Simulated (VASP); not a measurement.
# Ba (Im-3m) in VASP: elastic constants with r2SCAN

Aim: the elastic constants of Ba with r2SCAN.

Program: VASP 6.6.1. These are calculated values, not measurements. Logs are shortened: lines on timing, memory, paths and dates and some standing lists are left out, and cuts for length are marked.

**1. Starting point**

The structure is cubic, space group Im-3m (No. 229). Conventional cell: a = 5.025 Å, b = 5.025 Å, c = 5.025 Å, α = 90.00°, β = 90.00°, γ = 90.00°. Ba (site symmetry m-3m) is surrounded by 8 Ba at 4.35 Å.

**2. Elastic constants, r2SCAN**

POSCAR

```
Ba
1.0
   -2.5125000000      2.5125000000      2.5125000000
    2.5125000000     -2.5125000000      2.5125000000
    2.5125000000      2.5125000000     -2.5125000000
Ba
1
Direct
    0.0000000000      0.0000000000      0.0000000000
```

INCAR.step1

```
  ALGO = Normal
  EDIFF = 1E-8
  EDIFFG = -0.002
  ENCUT = 600
  IBRION = 2
  ISIF = 3
  ISMEAR = 0
  LASPH = T
  LCHARG = F
  LMIXTAU = T
  LREAL = F
  LWAVE = F
  METAGGA = R2SCAN
  NELM = 60
  NSW = 40
  PREC = Accurate
  SIGMA = 0.1
```

INCAR.step2

```
  ALGO = Normal
  EDIFF = 1E-8
  ENCUT = 600
  IBRION = 6
  ISIF = 3
  ISMEAR = 0
  LASPH = T
  LCHARG = F
  LMIXTAU = T
  LREAL = F
  LWAVE = F
  METAGGA = R2SCAN
  NELM = 60
  NFREE = 2
  NSW = 1
  POTIM = 0.015
  PREC = Accurate
  SIGMA = 0.1
```

KPOINTS

```
k-points
0
Gamma
  12 12 12
```

Potentials or basis: VASP PAW PBE potentials, release 64 (Ba_sv).

Command:

```console
> cat potpaw_PBE.64/Ba_sv/POTCAR > POTCAR
> cp INCAR.step1 INCAR
> mpirun -np 1 vasp_std > vasp.out
> cp CONTCAR POSCAR
> cp INCAR.step2 INCAR
> mpirun -np 1 vasp_std > vasp.out
```

OUTCAR:

```text
EDIFF = 1E-8
   ENCUT = 600
   IBRION = 6
   ISIF = 3
   ISMEAR = 0
   LASPH = T
   LREAL = F
   METAGGA = R2SCAN
   NELM = 60
   NFREE = 2
   NSW = 1
   POTIM = 0.015
   PREC = Accurate

 ion  position               nearest neighbor table
   1  0.000  0.000  0.000-

  LATTYP: Found a body centered cubic cell.
 ALAT       =     5.0784874684

  Lattice vectors:

 A1 = (  -2.5392437342,   2.5392437342,   2.5392437342)
 A2 = (   2.5392437342,  -2.5392437342,   2.5392437342)
 A3 = (   2.5392437342,   2.5392437342,  -2.5392437342)

Analysis of symmetry for initial positions (statically):
=====================================================================
 Subroutine PRICEL returns:
 Original cell was already a primitive cell.

 Routine SETGRP: Setting up the symmetry group for a
 body centered cubic supercell.

 Subroutine GETGRP returns: Found 48 space group operations
 (whereof 48 operations were pure point group operations)
 out of a pool of 48 trial point group operations.

The static configuration has the point symmetry O_h .

Analysis of symmetry for dynamics (positions and initial velocities):
=====================================================================
 Subroutine PRICEL returns:
 Original cell was already a primitive cell.

 Routine SETGRP: Setting up the symmetry group for a
 body centered cubic supercell.

 Subroutine GETGRP returns: Found 48 space group operations
 (whereof 48 operations were pure point group operations)
 out of a pool of 48 trial point group operations.

The dynamic configuration has the point symmetry O_h .

 Subroutine INISYM returns: Found 48 space group operations
 (whereof 48 operations are pure point group operations),
 and found     1 'primitive' translations

----------------------------------------------------------------------------------------

                                     Primitive cell

  volume of cell :      65.4897

  direct lattice vectors                    reciprocal lattice vectors
    -2.539243734  2.539243734  2.539243734     0.000000000  0.196909022  0.196909022
     2.539243734 -2.539243734  2.539243734     0.196909022  0.000000000  0.196909022
     2.539243734  2.539243734 -2.539243734     0.196909022  0.196909022  0.000000000

  length of vectors
     4.398099160  4.398099160  4.398099160     0.278471409  0.278471409  0.278471409

  position of ions in fractional coordinates (direct lattice)
     0.000000000  0.000000000  0.000000000

  ion indices of the primitive-cell ions
   primitive index   ion index
                 1           1

----------------------------------------------------------------------------------------

 KPOINTS: k-points

Automatic generation of k-mesh.
 Grid dimensions read from file:
 generate k-points for:   12   12   12

 Generating k-lattice:

  Cartesian coordinates                     Fractional coordinates (reciprocal lattice)
     0.000000000  0.016409085  0.016409085     0.083333333  0.000000000  0.000000000
     0.016409085  0.000000000  0.016409085     0.000000000  0.083333333  0.000000000
     0.016409085  0.016409085  0.000000000     0.000000000  0.000000000  0.083333333

  Length of vectors
     0.023205951  0.023205951  0.023205951

  Shift w.r.t. Gamma in fractional coordinates (k-lattice)
     0.000000000  0.000000000  0.000000000

 Subroutine IBZKPT returns following result:
[... 94 lines left out ...]
  ext. energy  EPLUGINS =         0.00000000
  ---------------------------------------------------
  free energy    TOTEN  =       -26.43617755 eV

  energy without entropy =      -26.43068548  energy(sigma->0) =      -26.43343152

------------------------ aborting loop because EDIFF is reached ----------------------------------------

  FORCE on cell =-STRESS in cart. coord.  units (eV):
  Direction    XX          YY          ZZ          XY          YZ          ZX
  --------------------------------------------------------------------------------------
  -------------------------------------------------------------------------------------
  Total        0.0000309      0.0000309      0.0000309      0.0000000      0.0000000      0.0000000
  in kB        0.0007553      0.0007553      0.0007553      0.0000000      0.0000000      0.0000000
  external PRESSURE =       0.0007553 kB  Pullay stress =       0.0000000 kB
[... 86 lines left out ...]
  FREE ENERGIE OF THE ION-ELECTRON SYSTEM (eV)
  ---------------------------------------------------
  free  energy   TOTEN  =       -26.4355779307 eV

  energy  without entropy=      -26.4299714151  energy(sigma->0) =      -26.43277467

[... ionic steps 4 to 12 ...]

--------------------------------------- Ionic step       13  -------------------------------------------

 number of electron      10.0000000 magnetization

------------------------ aborting loop because EDIFF is reached ----------------------------------------
[... 65 lines left out ...]
--------------------------------------- Ionic step       15  -------------------------------------------

 number of electron      10.0000000 magnetization

 Free energy of the ion-electron system (eV)
  ---------------------------------------------------
  ext. energy  EPLUGINS =         0.00000000
  ---------------------------------------------------
  free energy    TOTEN  =       -26.43617694 eV

  energy without entropy =      -26.43068491  energy(sigma->0) =      -26.43343093

 E-fermi :   1.5903     XC(G=0):  -7.6994

 val. band max:        1.5739848307   @ k =   0.2500   0.1667   0.1667
 cond. band min:       1.6095464209   @ k =  -0.4167  -0.4167   0.1667
 fundamental gap:      0.0355615902
 Fermi energy:         1.5902582147

 k-point     1 :       0.0000    0.0000    0.0000
  band No.  band energies     occupation
      1     -28.3845      2.00000
      2     -12.9357      2.00000
      3     -12.9357      2.00000
      4     -12.9357      2.00000
      5      -1.2680      2.00000
      6       3.6913      0.00000
      7       3.6913      0.00000
      8       3.6913      0.00000
      9       4.9980      0.00000
[... 265 lines left out ...]
 k-point    24 :       0.4167    0.0833    0.0833
  band No.  band energies     occupation
      1     -28.3443      2.00000
      2     -13.3275      2.00000
      3     -13.0867      2.00000
      4     -12.9673      2.00000
      5       1.0191      2.00000
      6       2.3631      0.00000
      7       2.5557      0.00000
      8       5.1556      0.00000
      9       5.6043      0.00000

 [... further k-points ...]

------------------------ aborting loop because EDIFF is reached ----------------------------------------

  FORCE on cell =-STRESS in cart. coord.  units (eV):
  Direction    XX          YY          ZZ          XY          YZ          ZX
  --------------------------------------------------------------------------------------
  -------------------------------------------------------------------------------------
  Total       -0.0000906     -0.0000906     -0.0000906     -0.0000000     -0.0000000      0.0000000
  in kB       -0.0022167     -0.0022167     -0.0022167     -0.0000000     -0.0000000      0.0000000
  external PRESSURE =      -0.0022167 kB  Pullay stress =       0.0000000 kB
[... 16 lines left out ...]
  FREE ENERGIE OF THE ION-ELECTRON SYSTEM (eV)
  ---------------------------------------------------
  free  energy   TOTEN  =       -26.4361769417 eV

  energy  without entropy=      -26.4306849147  energy(sigma->0) =      -26.43343093

 INTERNAL STRAIN TENSORS FROM STRAINED CELLS
 ============================================

 INTERNAL STRAIN TENSOR FOR ION    1 for displacements in x,y,z  (eV/Angst):
          X           Y           Z          XY          YZ          ZX
  --------------------------------------------------------------------------------
  x     0.00000    -0.00000     0.00000    -0.00000     0.00000     0.00000
  y     0.00000     0.00000    -0.00000    -0.00000     0.00000     0.00000
  z    -0.00000     0.00000    -0.00000    -0.00000     0.00000    -0.00000

 INTERNAL STRAIN TENSORS FROM DISPLACED ATOMS
 ============================================

 INTERNAL STRAIN TENSOR FOR ION    1 for displacements in x,y,z  (eV/Angst):
          X           Y           Z          XY          YZ          ZX
  --------------------------------------------------------------------------------
  x     0.00000     0.00000     0.00000     0.00000     0.00000     0.00000
  y     0.00000     0.00000     0.00000     0.00000     0.00000     0.00000
  z     0.00000     0.00000     0.00000     0.00000     0.00000     0.00000

 Eigenvectors and eigenvalues of the dynamical matrix
 ----------------------------------------------------

   1 f  =    0.000000 THz     0.000000 2PiTHz    0.000000 cm-1     0.000000 meV
             X         Y         Z           dx          dy          dz
      0.000000  0.000000  0.000000    -0.976895    0.213720    0.000000

   2 f  =    0.000000 THz     0.000000 2PiTHz    0.000000 cm-1     0.000000 meV
             X         Y         Z           dx          dy          dz
      0.000000  0.000000  0.000000     0.000000    0.000000    1.000000

   3 f  =    0.000000 THz     0.000000 2PiTHz    0.000000 cm-1     0.000000 meV
             X         Y         Z           dx          dy          dz
      0.000000  0.000000  0.000000     0.213720    0.976895    0.000000

--------------------------------------------------------------------------------------------------------

 ELASTIC MODULI CONTR FROM IONIC RELAXATION (kBar)
 Direction    XX          YY          ZZ          XY          YZ          ZX
 --------------------------------------------------------------------------------
 XX           0.0000      0.0000      0.0000      0.0000      0.0000      0.0000
 YY           0.0000      0.0000      0.0000      0.0000      0.0000      0.0000
 ZZ           0.0000      0.0000      0.0000      0.0000      0.0000      0.0000
 XY           0.0000      0.0000      0.0000      0.0000      0.0000      0.0000
 YZ           0.0000      0.0000      0.0000      0.0000      0.0000      0.0000
 ZX           0.0000      0.0000      0.0000      0.0000      0.0000      0.0000
 --------------------------------------------------------------------------------

 TOTAL ELASTIC MODULI (kBar)
 Direction    XX          YY          ZZ          XY          YZ          ZX
 --------------------------------------------------------------------------------
 XX         126.5600     60.5797     60.5797      0.0000      0.0000      0.0000
 YY          60.5797    126.5600     60.5797      0.0000      0.0000     -0.0000
 ZZ          60.5797     60.5797    126.5600      0.0000     -0.0000      0.0000
 XY           0.0000      0.0000      0.0000     88.3395      0.0000      0.0000
 YZ           0.0000      0.0000     -0.0000      0.0000     88.3395      0.0000
 ZX           0.0000     -0.0000      0.0000      0.0000      0.0000     88.3395
 --------------------------------------------------------------------------------
```

Run time: 1.7 h. Hardware: 1 thread of Intel Xeon Platinum 8488C (Sapphire Rapids), shared host; peak memory 0.72 GiB.

What came out:

- Relaxed volume: 65.49 Å³/atom
- Relaxed cell: a = 4.398 Å, b = 4.398 Å, c = 4.398 Å, α = 109.47°, β = 109.47°, γ = 109.47°
- Space group after relaxing (to 0.05 Å): Im-3m (No. 229)
- Elastic constants C11, C12, C44: 13, 6, 9 GPa
- Voigt bulk modulus: 8 GPa

Step by step:
```tsv
step	energy change (eV)	largest force (eV/Å)	pressure (GPa)	volume (Å³)
1	0.0000	0.0000	0.27	63.44
2	-0.0013	0.0000	0.14	64.44
3	-0.0017	0.0000	-0.01	65.57
4	-0.0017	0.0000	0.00	65.49
```

Final structure:
```
Ba
1.0
    -2.53924    2.53924    2.53924
     2.53924   -2.53924    2.53924
     2.53924    2.53924   -2.53924
Ba
1
Direct
  0.00000 0.00000 0.00000
```

Elastic tensor in Voigt notation (GPa, in the Cartesian axes of the cell as first typed):
```
13  6  6  0  0  0
 6 13  6  0  0  0
 6  6 13  0  0  0
 0  0  0  9  0  0
 0  0  0  0  9  0
 0  0  0  0  0  9
```

Clamped-ion elastic tensor (GPa):
```
13  6  6  0  0  0
 6 13  6  0  0  0
 6  6 13  0  0  0
 0  0  0  9  0  0
 0  0  0  0  9  0
 0  0  0  0  0  9
```

Caveat: the PAW data sets were made with another functional, which shifts forces and pressure a little.
